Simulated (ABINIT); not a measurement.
# BN (Qingsongite): bands and cutoff in G0W0 with ABINIT, part 2 of 2

Wanted: a converged G0W0 gap of BN (Qingsongite), or an estimate of the limit.

ABINIT 10.8.3; PBE and many-body steps on it, plane waves. Known limits of the many-body steps: not at the basis limit.

So far. Step 3 (Screening, 8×8×8 mesh, 63 bands, screening to 203.5 eV): Local fields lower ε∞ by 7 %. Step 4 (63 bands, 203.5 eV): The gap on the mesh goes from 4.53 eV to 5.96 eV, a correction of +1.42 eV.

### Step 6. 94 bands, 269.4 eV

This step: G0W0 on PBE, plane waves, norm-conserving pseudopotentials.

Input file run.abi:

```
acell 3*1.0 Angstrom
rprim 
  -0.000000000000 1.807500000000 1.807500000000
  1.807500000000 0.000000000000 1.807500000000
  1.807500000000 1.807500000000 -0.000000000000
ntypat 2
znucl 5 7
natom 2
typat 1 2
xred 
  0.000000000000 0.000000000000 0.000000000000
  0.250000000000 0.250000000000 0.250000000000
pp_dirpath "pseudos"
pseudos "B.upf, N.upf"
ecut 36
ngkpt 8 8 8
nshiftk 1
shiftk 0 0 0
kptopt 1
chksymbreak 0
istwfk *1
occopt 1
irdwfk 1
optdriver 4
nband 94
gwcalctyp 0
ecutsigx 36
symsigma 1
nkptgw 3
kptgw 
  0.0000000000 0.0000000000 0.0000000000
  0.5000000000 0.5000000000 0.0000000000
  0.5000000000 0.0000000000 0.0000000000
bdgw 
  2 7
  3 6
  3 7
ecuteps 9.9
irdscr 1
ppmodel 1
indata_prefix "in"
outdata_prefix "out"
tmpdata_prefix "tmp"
```

Command:

```console
OMP_NUM_THREADS=1 mpirun -n 4 abinit run.abi > log
```

What it wrote:

```text
.Version 10.8.3 of ABINIT. v10.8.2 released Aug 2026.

 Symmetries : space group F-4 3 m (#216); Bravais cF (face-center cubic)
[... echo of the input left out ...]
== DATASET  1 ==================================================================
-   mpi_nproc: 4, omp_nthreads: 1 (-1 if OMP is not activated)

--- !DatasetInfo
iteration_state: {dtset: 1, }
dimensions: {natom: 2, nkpt: 29, mband: 94, nsppol: 1, nspinor: 1, nspden: 1, mpw: 869, }
cutoff_energies: {ecut:  36.0, pawecutdg:  -1.0, }
electrons: {nelect:   8.00000000E+00, charge:   0.00000000E+00, occopt:   1.00000000E+00, tsmear:   1.00000000E-02, }

 SIGMA: Calculation of the GW corrections

 Based on a program developped by R.W. Godby, V. Olevano, G. Onida, and L. Reining.
 Incorporated in ABINIT by V. Olevano, G.-M. Rignanese, and M. Torrent.
.Using double precision arithmetic ; gwpc =  8

[... cell and pseudopotentials left out ...]
--------------------------------------------------------------------------------

 ==== K-mesh for the wavefunctions ====
 Number of points in the irreducible wedge :    29
[... list of points left out ...]
 Together with 24 symmetry operations and time-reversal symmetry
 yields   512 points in the full Brillouin Zone.

 ==== Q-mesh for screening function ====
 Number of points in the irreducible wedge :    29
[... list of points left out ...]
 Together with 24 symmetry operations and time-reversal symmetry
 yields   512 points in the full Brillouin Zone.

 vcoul_init : cutoff-mode = AUXILIARY_FUNCTION
 q-points for optical limit:   1
     1)      0.000010    0.000020    0.000030
 setmesh: FFT mesh size selected  =    25x   25x   25
          total number of points  =        15625

 Number of electrons calculated from density =    8.0000; Expected =    8.0000
[...]
number of plane-waves for wavefunctions           869
 number of bands                                    94
 number of q-points in IBZ                          29
 number of frequencies                               2
 number of real frequencies                          1
 number of imag frequencies                          1

 matrix elements of self-energy operator (all in [eV])

 Perturbative Calculation

--- !SelfEnergy_ee
iteration_state: {dtset: 1, }
kpoint     : [   0.000,    0.000,    0.000, ]
spin       : 1
KS_gap     :    8.878
QP_gap     :   10.951
Delta_QP_KS:    2.073
data: !SigmaeeData |
     Band     E0 <VxcDFT>   SigX SigC(E0)      Z dSigC/dE  Sig(E)    E-E0       E
        2   8.220 -18.520 -22.080   2.425   0.827  -0.209 -19.459  -0.939   7.281
        3   8.220 -18.520 -22.080   2.425   0.827  -0.209 -19.459  -0.939   7.281
        4   8.220 -18.520 -22.080   2.425   0.827  -0.209 -19.459  -0.939   7.281
[...]
--- !SelfEnergy_ee
iteration_state: {dtset: 1, }
kpoint     : [   0.500,    0.500,    0.000, ]
spin       : 1
KS_gap     :    9.442
QP_gap     :   11.411
Delta_QP_KS:    1.969
data: !SigmaeeData |
     Band     E0 <VxcDFT>   SigX SigC(E0)      Z dSigC/dE  Sig(E)    E-E0       E
[...]
--- !SelfEnergy_ee
iteration_state: {dtset: 1, }
kpoint     : [   0.500,    0.000,    0.000, ]
spin       : 1
KS_gap     :   12.154
QP_gap     :   14.071
Delta_QP_KS:    1.917
data: !SigmaeeData |
     Band     E0 <VxcDFT>   SigX SigC(E0)      Z dSigC/dE  Sig(E)    E-E0       E
[...]
6  18.999 -13.941  -6.909  -5.593   0.838  -0.193 -12.735   1.206  20.205
        7  18.999 -13.941  -6.909  -5.593   0.838  -0.193 -12.735   1.206  20.205

== END DATASET(S) ==============================================================
================================================================================

 -outvars: echo values of variables after computation  --------
           etotal      0.0000000000E+00
            nband          94
             nkpt          29
          spgroup         216
 [... the other variables as echoed above ...]

 Calculation completed.
```

Wall time 14 s (4 MPI ranks of Arm Neoverse V1, shared host); peak memory 0.81 GiB.

This step gave:

| Item | Value |
| --- | --- |
| G0W0 gap on the points computed | 6.041 eV |
| starting gap on the mesh | 4.535 eV |
| k of the valence top | 0, 0, 0 |
| k of the conduction bottom | 0.5, 0.5, 0 |
| Z at the valence top | 0.827 |
| Z at the conduction bottom | 0.854 |
| least direct G0W0 gap on the computed points | 10.95 eV |

Against G0W0 in ABINIT (8×8×8 mesh, 63 bands, screening to 203.5 eV, Godby-Needs plasmon pole), the gap moves by +0.083 eV.

### Step 7. Screening, 8×8×8 mesh, 143 bands, screening to 359.2 eV

This step: RPA screening on PBE, plane waves, norm-conserving pseudopotentials.

run.abi: that of step 6 with these lines changed.

```diff
@@ -23,19 +23,8 @@
 irdwfk 1
-optdriver 4
-nband 94
-gwcalctyp 0
-ecutsigx 36
-symsigma 1
-nkptgw 3
-kptgw 
-  0.0000000000 0.0000000000 0.0000000000
-  0.5000000000 0.5000000000 0.0000000000
-  0.5000000000 0.0000000000 0.0000000000
-bdgw 
-  2 7
-  3 6
-  3 7
-ecuteps 9.9
-irdscr 1
-ppmodel 1
+optdriver 3
+nband 143
+ecuteps 13.2
+inclvkb 2
+awtr 1
+symchi 1
 indata_prefix "in"
```

What it wrote:

```text
.Version 10.8.3 of ABINIT. v10.8.2 released Aug 2026.

 Symmetries : space group F-4 3 m (#216); Bravais cF (face-center cubic)
[... echo of the input left out ...]
== DATASET  1 ==================================================================
-   mpi_nproc: 4, omp_nthreads: 1 (-1 if OMP is not activated)

--- !DatasetInfo
iteration_state: {dtset: 1, }
dimensions: {natom: 2, nkpt: 29, mband: 143, nsppol: 1, nspinor: 1, nspden: 1, mpw: 869, }
cutoff_energies: {ecut:  36.0, pawecutdg:  -1.0, }
[...]
--------------------------------------------------------------------------------
[... chi0 elements left out ...]
 For q-point:  0.000010 0.000020 0.000030
  dielectric constant =   4.3097
  dielectric constant without local fields =   4.6612

  Average fulfillment of the sum rule on Im[epsilon] for q-point    1 :     96.72  [%]
[... wings left out ...]
  q-point number  2        q = ( 0.125000, 0.000000, 0.000000) [r.l.u.]
--------------------------------------------------------------------------------
[... chi0 elements left out ...]
  Average fulfillment of the sum rule on Im[epsilon] for q-point    2 :    100.39  [%]

 [... 27 further q-points ...]
```

The job ended after 4.6 min (4 MPI ranks; peak memory 1.5 GiB).

This step gave:

```
ε∞ with local fields, on this mesh, along the program's q direction : 4.310
the same without local fields                                       : 4.661
plasma frequency                                                    : 30.56 eV
plane waves in the screening matrix                                 : 169
```

### Step 8. 143 bands, 359.2 eV

This step: G0W0 on PBE, plane waves, norm-conserving pseudopotentials.

run.abi: that of step 7 with these lines changed.

```diff
@@ -23,8 +23,19 @@
 irdwfk 1
-optdriver 3
+optdriver 4
 nband 143
+gwcalctyp 0
+ecutsigx 36
+symsigma 1
+nkptgw 3
+kptgw 
+  0.0000000000 0.0000000000 0.0000000000
+  0.5000000000 0.5000000000 0.0000000000
+  0.5000000000 0.0000000000 0.0000000000
+bdgw 
+  2 7
+  3 6
+  3 7
 ecuteps 13.2
-inclvkb 2
-awtr 1
-symchi 1
+irdscr 1
+ppmodel 1
 indata_prefix "in"
```

What it wrote:

```text
.Version 10.8.3 of ABINIT. v10.8.2 released Aug 2026.

 Symmetries : space group F-4 3 m (#216); Bravais cF (face-center cubic)
[... echo of the input left out ...]
== DATASET  1 ==================================================================
-   mpi_nproc: 4, omp_nthreads: 1 (-1 if OMP is not activated)

--- !DatasetInfo
iteration_state: {dtset: 1, }
dimensions: {natom: 2, nkpt: 29, mband: 143, nsppol: 1, nspinor: 1, nspden: 1, mpw: 869, }
cutoff_energies: {ecut:  36.0, pawecutdg:  -1.0, }
[...]
Band     E0 <VxcDFT>   SigX SigC(E0)      Z dSigC/dE  Sig(E)    E-E0       E
[...]
6  18.999 -13.941  -6.909  -5.657   0.838  -0.194 -12.789   1.152  20.151
        7  18.999 -13.941  -6.909  -5.657   0.838  -0.194 -12.789   1.152  20.151

== END DATASET(S) ==============================================================
================================================================================

 -outvars: echo values of variables after computation  --------
           etotal      0.0000000000E+00
            nband         143
             nkpt          29
          spgroup         216
 [... the other variables as echoed above ...]

 Calculation completed.
```

Run time: 43 s. Hardware: 4 MPI ranks; peak memory 1.6 GiB; 2.8 min of CPU time.

This step gave:

| Quantity | Value |
| --- | --- |
| G0W0 gap on the points computed | 6.098 eV |
| starting gap on the mesh | 4.535 eV |
| k of the valence top | 0, 0, 0 |
| k of the conduction bottom | 0.5, 0.5, 0 |
| least direct G0W0 gap on the computed points | 11.00 eV |

Against G0W0 in ABINIT (8×8×8 mesh, 94 bands, screening to 269.4 eV, Godby-Needs plasmon pole), the gap moves by +0.057 eV.

### Step 9. Screening, 8×8×8 mesh, 210 bands, screening to 466.9 eV

This step: RPA screening on PBE, plane waves, norm-conserving pseudopotentials.

run.abi: that of step 8 with these lines changed.

```diff
@@ -23,19 +23,8 @@
 irdwfk 1
-optdriver 4
-nband 143
-gwcalctyp 0
-ecutsigx 36
-symsigma 1
-nkptgw 3
-kptgw 
-  0.0000000000 0.0000000000 0.0000000000
-  0.5000000000 0.5000000000 0.0000000000
-  0.5000000000 0.0000000000 0.0000000000
-bdgw 
-  2 7
-  3 6
-  3 7
-ecuteps 13.2
-irdscr 1
-ppmodel 1
+optdriver 3
+nband 210
+ecuteps 17.16
+inclvkb 2
+awtr 1
+symchi 1
 indata_prefix "in"
```

What it wrote:

```text
.Version 10.8.3 of ABINIT. v10.8.2 released Aug 2026.

 Symmetries : space group F-4 3 m (#216); Bravais cF (face-center cubic)
[... echo of the input left out ...]
== DATASET  1 ==================================================================
-   mpi_nproc: 4, omp_nthreads: 1 (-1 if OMP is not activated)

--- !DatasetInfo
iteration_state: {dtset: 1, }
dimensions: {natom: 2, nkpt: 29, mband: 210, nsppol: 1, nspinor: 1, nspden: 1, mpw: 869, }
cutoff_energies: {ecut:  36.0, pawecutdg:  -1.0, }
[...]
--------------------------------------------------------------------------------
[... chi0 elements left out ...]
 For q-point:  0.000010 0.000020 0.000030
  dielectric constant =   4.3077
  dielectric constant without local fields =   4.6612

  Average fulfillment of the sum rule on Im[epsilon] for q-point    1 :     98.83  [%]
[... wings left out ...]
  q-point number  2        q = ( 0.125000, 0.000000, 0.000000) [r.l.u.]
--------------------------------------------------------------------------------
[... chi0 elements left out ...]
  Average fulfillment of the sum rule on Im[epsilon] for q-point    2 :    101.07  [%]

 [... 27 further q-points ...]
```

Wall time 9.6 min (4 MPI ranks); peak memory 2.1 GiB; 38 min of CPU time.

Numbers from this step:

```yaml
eps_infinity_with_local_fields_on_this_mesh_along_the_program_s_q_direction: 4.308
the_same_without_local_fields: 4.661
plasma_frequency: 30.56 eV
plane_waves_in_the_screening_matrix: 283
```

### Step 10. 210 bands, 466.9 eV

This step: G0W0 on PBE, plane waves, norm-conserving pseudopotentials.

run.abi: that of step 9 with these lines changed.

```diff
@@ -23,8 +23,19 @@
 irdwfk 1
-optdriver 3
+optdriver 4
 nband 210
+gwcalctyp 0
+ecutsigx 36
+symsigma 1
+nkptgw 3
+kptgw 
+  0.0000000000 0.0000000000 0.0000000000
+  0.5000000000 0.5000000000 0.0000000000
+  0.5000000000 0.0000000000 0.0000000000
+bdgw 
+  2 7
+  3 6
+  3 7
 ecuteps 17.16
-inclvkb 2
-awtr 1
-symchi 1
+irdscr 1
+ppmodel 1
 indata_prefix "in"
```

What it wrote:

```text
.Version 10.8.3 of ABINIT. v10.8.2 released Aug 2026.

 Symmetries : space group F-4 3 m (#216); Bravais cF (face-center cubic)
[... echo of the input left out ...]
== DATASET  1 ==================================================================
-   mpi_nproc: 4, omp_nthreads: 1 (-1 if OMP is not activated)

--- !DatasetInfo
iteration_state: {dtset: 1, }
dimensions: {natom: 2, nkpt: 29, mband: 210, nsppol: 1, nspinor: 1, nspden: 1, mpw: 869, }
cutoff_energies: {ecut:  36.0, pawecutdg:  -1.0, }
[...]
Band     E0 <VxcDFT>   SigX SigC(E0)      Z dSigC/dE  Sig(E)    E-E0       E
[...]
6  18.999 -13.941  -6.909  -5.694   0.837  -0.194 -12.820   1.121  20.120
        7  18.999 -13.941  -6.909  -5.694   0.837  -0.194 -12.820   1.121  20.120

== END DATASET(S) ==============================================================
================================================================================

 -outvars: echo values of variables after computation  --------
           etotal      0.0000000000E+00
            nband         210
             nkpt          29
          spgroup         216
 [... the other variables as echoed above ...]

 Calculation completed.
```

Wall time 2.5 min (4 MPI ranks); peak memory 2.3 GiB.

This step gave:

| Item | Value |
| --- | --- |
| G0W0 gap on the points computed | 6.135 eV |
| starting gap on the mesh | 4.535 eV |
| k of the valence top | 0, 0, 0 |
| k of the conduction bottom | 0.5, 0.5, 0 |
| least direct G0W0 gap on the computed points | 11.04 eV |

Against G0W0 in ABINIT (8×8×8 mesh, 143 bands, screening to 359.2 eV, Godby-Needs plasmon pole), the gap moves by +0.037 eV.

### Step 11. Screening, 8×8×8 mesh, 303 bands, screening to 598.7 eV

This step: RPA screening on PBE, plane waves, norm-conserving pseudopotentials.

run.abi: that of step 10 with these lines changed.

```diff
@@ -23,19 +23,8 @@
 irdwfk 1
-optdriver 4
-nband 210
-gwcalctyp 0
-ecutsigx 36
-symsigma 1
-nkptgw 3
-kptgw 
-  0.0000000000 0.0000000000 0.0000000000
-  0.5000000000 0.5000000000 0.0000000000
-  0.5000000000 0.0000000000 0.0000000000
-bdgw 
-  2 7
-  3 6
-  3 7
-ecuteps 17.16
-irdscr 1
-ppmodel 1
+optdriver 3
+nband 303
+ecuteps 22
+inclvkb 2
+awtr 1
+symchi 1
 indata_prefix "in"
```

What it wrote:

```text
.Version 10.8.3 of ABINIT. v10.8.2 released Aug 2026.

 Symmetries : space group F-4 3 m (#216); Bravais cF (face-center cubic)
[... echo of the input left out ...]
== DATASET  1 ==================================================================
-   mpi_nproc: 4, omp_nthreads: 1 (-1 if OMP is not activated)

--- !DatasetInfo
iteration_state: {dtset: 1, }
dimensions: {natom: 2, nkpt: 29, mband: 303, nsppol: 1, nspinor: 1, nspden: 1, mpw: 869, }
cutoff_energies: {ecut:  36.0, pawecutdg:  -1.0, }
[...]
--------------------------------------------------------------------------------
[... chi0 elements left out ...]
 For q-point:  0.000010 0.000020 0.000030
  dielectric constant =   4.3072
  dielectric constant without local fields =   4.6612

  Average fulfillment of the sum rule on Im[epsilon] for q-point    1 :    100.07  [%]
[... wings left out ...]
  q-point number  2        q = ( 0.125000, 0.000000, 0.000000) [r.l.u.]
--------------------------------------------------------------------------------
[... chi0 elements left out ...]
  Average fulfillment of the sum rule on Im[epsilon] for q-point    2 :    101.57  [%]

 [... 27 further q-points ...]
```

Run time: 20 min. Hardware: 4 MPI ranks; peak memory 3.1 GiB; 79 min of CPU time.

Numbers from this step:

* ε∞ with local fields, on this mesh, along the program's q direction: 4.307
* the same without local fields: 4.661
* plasma frequency: 30.56 eV
* plane waves in the screening matrix: 411

### Step 12. 303 bands, 598.7 eV

This step: G0W0 on PBE, plane waves, norm-conserving pseudopotentials.

run.abi: that of step 11 with these lines changed.

```diff
@@ -23,8 +23,19 @@
 irdwfk 1
-optdriver 3
+optdriver 4
 nband 303
+gwcalctyp 0
+ecutsigx 36
+symsigma 1
+nkptgw 3
+kptgw 
+  0.0000000000 0.0000000000 0.0000000000
+  0.5000000000 0.5000000000 0.0000000000
+  0.5000000000 0.0000000000 0.0000000000
+bdgw 
+  2 7
+  3 6
+  3 7
 ecuteps 22
-inclvkb 2
-awtr 1
-symchi 1
+irdscr 1
+ppmodel 1
 indata_prefix "in"
```

What it wrote:

```text
.Version 10.8.3 of ABINIT. v10.8.2 released Aug 2026.

 Symmetries : space group F-4 3 m (#216); Bravais cF (face-center cubic)
[... echo of the input left out ...]
== DATASET  1 ==================================================================
-   mpi_nproc: 4, omp_nthreads: 1 (-1 if OMP is not activated)

--- !DatasetInfo
iteration_state: {dtset: 1, }
dimensions: {natom: 2, nkpt: 29, mband: 303, nsppol: 1, nspinor: 1, nspden: 1, mpw: 869, }
cutoff_energies: {ecut:  36.0, pawecutdg:  -1.0, }
[...]
Band     E0 <VxcDFT>   SigX SigC(E0)      Z dSigC/dE  Sig(E)    E-E0       E
[...]
6  18.999 -13.941  -6.909  -5.715   0.837  -0.194 -12.837   1.103  20.103
        7  18.999 -13.941  -6.909  -5.715   0.837  -0.194 -12.837   1.103  20.103

== END DATASET(S) ==============================================================
================================================================================

 -outvars: echo values of variables after computation  --------
           etotal      0.0000000000E+00
            nband         303
             nkpt          29
          spgroup         216
 [... the other variables as echoed above ...]

 Calculation completed.
```

The job ended after 7.3 min (4 MPI ranks; peak memory 3.5 GiB; 29 min of CPU time).

This step gave:

```
G0W0 gap on the points computed              : 6.157 eV
starting gap on the mesh                     : 4.535 eV
k of the valence top                         : 0, 0, 0
k of the conduction bottom                   : 0.5, 0.5, 0
least direct G0W0 gap on the computed points : 11.06 eV
```

Against G0W0 in ABINIT (8×8×8 mesh, 210 bands, screening to 466.9 eV, Godby-Needs plasmon pole), the gap moves by +0.022 eV.

### Step 13. The runs together

Times are wall times on 4 MPI ranks of Arm Neoverse V1, shared host, good to a factor of about two. A run's time includes the screening step that it read.

```csv
run,mesh,bands,screening cutoff (eV),DFT gap (eV),gap on the mesh (eV),direct (eV),ε∞ used,time
"63 bands, 203.5 eV",8×8×8,63,203.5,4.535,5.958,10.876,4.32,43 s
"94 bands, 269.4 eV",8×8×8,94,269.4,4.535,6.041,10.951,4.31,85 s
"143 bands, 359.2 eV",8×8×8,143,359.2,4.535,6.098,11.003,4.31,5.3 min
"210 bands, 466.9 eV",8×8×8,210,466.9,4.535,6.135,11.039,4.31,12 min
"303 bands, 598.7 eV",8×8×8,303,598.7,4.535,6.157,11.060,4.31,27 min
```

### Step 14. Results

```yaml
63_bands_203p5_ev: 5.958 eV
94_bands_269p4_ev: 6.041 eV
143_bands_359p2_ev: 6.098 eV
210_bands_466p9_ev: 6.135 eV
303_bands_598p7_ev: 6.157 eV
known_limits: not at the basis limit
```

What this shows: From the first rung to the last the gap moves by +0.20 eV for 38 times the time. In the G0W0 runs levels were corrected at 3 k points alone, so a gap called «on the mesh» is the least over those, and an edge elsewhere would be missed.

[Paths, hosts, dates, memory and timing lines, banners, echoed tables and standing remarks are left out of the program output.]

[Logs are printed without paths, hosts, clocks, repeated set-up lines and the standing remarks that a program may print on its own settings, such as how far it seeks lower states.]

[Runs of the session that timed out or met a known fault of the program may be left out.]

[Hosts, paths, dates, database ids (printed as entryN), source tags and the programs' standing remarks are cut or masked in the printed files.]

[G0W0 gaps are taken among the corrected bands and points alone; a level outside them can change the order at an edge.]

[Where Ansatz stands beside ABINIT at settings called matched, ABINIT's density can come from a denser mesh and the files from another edition; pairs whose starting gaps differed by over 0.03 eV were left out, so agreement reads better than it is.]
